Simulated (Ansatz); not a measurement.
Crystal: Cr.

```xyz
2
Lattice="2.7140 0.0000 0.0000 -1.3570 2.3504 0.0000 0.0000 0.0000 4.4100" Properties=species:S:1:pos:R:3 pbc="T T T"
Cr    1.3570    0.7835    3.3075
Cr    0.0000    1.5669    1.1025
```

This isn't the form of Cr at room conditions, which is bcc.

Base run:

- Program: Ansatz 0.2.0
- Functional: PBE
- Potentials or basis: all-electron LAPW, scalar-relativistic
- Cutoff: 255 eV (chosen from the basis error)
- Basis error allowed: 0.001 eV/atom
- k mesh: 11 × 11 × 6
- Occupations: fermi-dirac, width 0.05 eV
- Spin: collinear spin, ferromagnetic start
- Starting moments: [3.0, 3.0] μB

Its results: pressure -25.5 GPa; net moment 1.73 μB per cell; site moments Cr +0.83 μB.

The run is repeated on the same cell with these changes: functional from PBE to PBEsol. What comes out?

Pressure -32.1 GPa; net moment 1.65 μB per cell; site moments Cr +0.79 μB.

PBEsol binds more tightly than PBE, so the same cell stands under less pressure.

Caveats: a pressure of tens of GPa on the cell as given is suspect, and the run, the potentials or the cell itself is likely at fault (some runs).
